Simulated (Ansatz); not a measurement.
**InCuS2: S vacancy, symmetric start**

The reference is a 16-atom supercell of InCuS2 in the chalcopyrite structure (space group I-42d, No. 122; a = 5.5770 Å, c = 11.2344 Å) at its relaxed geometry.

The change: a neutral S vacancy, symmetric start, atoms relaxed at fixed cell.

All numbers come from Kohn–Sham DFT with the PBE functional, run in Ansatz (a first-principles code) with PAW and 420 eV plane waves, no spin-orbit coupling. k-mesh 3×4×4 (Γ-centred); smearing 0.05 eV (Fermi–Dirac).

```tsv
quantity	base	changed	shift
pressure	0.0 GPa	-1.2 GPa	-1.2 GPa
largest displacement of a host atom from its site in the perfect cell	–	0.64 Å	–
mean distance from the defect site to its nearest host atoms	2.33 Å	2.95 Å	+0.62 Å
```

The cell is small, so the values are those of an ordered compound at a high defect concentration; dilute-limit values will differ. The defect started on the symmetric site and kept its symmetry, so it may sit on a saddle. All final runs are without spin polarisation. The defect cell is not spin-polarised.
